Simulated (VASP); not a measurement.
BN:

```xyz
4
Lattice="2.4982 0.0000 0.0000 -1.2491 2.1635 0.0000 0.0000 0.0000 6.6357" Properties=species:S:1:pos:R:3 pbc="T T T"
N     1.2491    0.7212    1.6589
N     0.0000    1.4424    4.9768
B     1.2491    0.7212    4.9768
B     0.0000    1.4424    1.6589
```

Base run:

- Program: VASP 6.6.1
- Functional: PBE0
- Potentials or basis: VASP PAW PBE potentials, release 64 (N, B)
- Cutoff: 520 eV
- k mesh: 8 × 8 × 4
- Occupations: gaussian, width 0.02 eV
- Spin: no spin polarisation

Its results: band gap on the k mesh 6.34 eV, indirect (least direct gap 6.84 eV); pressure 0.2 GPa.

**Question.** The run is repeated on the same cell with these changes: functional from PBE0 to HSE03. What comes out?

**Answer.** Band gap on the k mesh 5.34 eV, indirect (least direct gap 5.83 eV); pressure 0.4 GPa.

Caveats: the PAW data sets were made with another functional, which shifts forces and pressure a little; this functional lacks dispersion, which binds the layers, so the pressure and a relaxed spacing across them are unreliable (some runs).
